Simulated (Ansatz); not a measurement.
Method: DFT PBE, scalar-relativistic, plane waves, PAW (Ansatz 0.2.0). Settings: cutoff 420 eV, Γ-centred meshes spaced at most about 0.3 Å⁻¹, and about 0.25 Å⁻¹ or finer for metals (2π included), Gaussian smearing. No spin polarisation.

Temperature and zero-point effects are left out.

Two relaxed structures of Hf₅H₂:

1.

```xyz
7
Lattice="3.2330 0.0000 0.0000 -1.6165 2.7999 0.0000 0.0000 0.0000 13.1673" Properties=species:S:1:pos:R:3 pbc="T T T"
Hf    0.0000    0.0000    0.0000
Hf    1.6165    0.9333   10.3804
Hf    0.0000    1.8666    2.7869
Hf    1.6165    0.9333    5.2844
Hf    0.0000    1.8666    7.8829
H     0.0000    0.0000    1.9948
H     0.0000    0.0000   11.1725
```

2.

```xyz
14
Lattice="3.2120 0.0000 0.0000 -1.6060 2.7817 0.0000 0.0000 0.0000 26.6051" Properties=species:S:1:pos:R:3 pbc="T T T"
Hf    0.0000    1.8545    1.2416
Hf    1.6060    0.9272    4.1048
Hf    0.0000    1.8545   12.0610
Hf    1.6060    0.9272    9.1978
Hf    0.0000    1.8545    6.6513
Hf    1.6060    0.9272   25.3636
Hf    0.0000    1.8545   22.5004
Hf    1.6060    0.9272   14.5442
Hf    0.0000    1.8545   17.4073
Hf    1.6060    0.9272   19.9539
H     0.0000    1.8545    3.2735
H     0.0000    1.8545   10.0290
H     1.6060    0.9272   23.3316
H     1.6060    0.9272   16.5761
```

**Question.** Which form is favoured at zero pressure, and by what margin per atom?

**Answer.** Cell 1 is lower, by 42 meV/atom. Cell 1 has space group P-3m1 (No. 164), 17.0 Å³/atom and no gap on its mesh; cell 2 has space group P6_3/mmc (No. 194), 17.0 Å³/atom and no gap. In cell 1, Hf on a site of symmetry -3m is surrounded by 2 H at 1.99 Å and 12 Hf at 3.23–3.35 Å; Hf on a site of symmetry 3m is surrounded by 3 H at 2.03 Å and 12 Hf at 3.12–3.35 Å; H has 4 Hf at 1.99–2.03 Å, 6 H at 3.23 Å and 12 Hf at 3.78–3.82 Å; 1 more site not described. In cell 2, Hf on a site of symmetry 3m has 1 H at 2.03 Å, 9 Hf at 3.10–3.21 Å and 3 Hf at 3.41 Å; Hf on a second site of symmetry 3m has 3 H at 2.03 Å, 9 Hf at 3.15–3.21 Å and 3 Hf at 3.41 Å; around H lie 4 Hf at 2.03 Å, 6 H at 3.21 Å and 1 Hf at 3.38 Å; 1 more site not described. Both come from invented guesses.

Spin–orbit coupling, which can matter for Hf, is left out. With hydrogen, zero-point motion can shift such differences by 10 meV/atom or more. Cells relaxed within their symmetry can be saddle points.
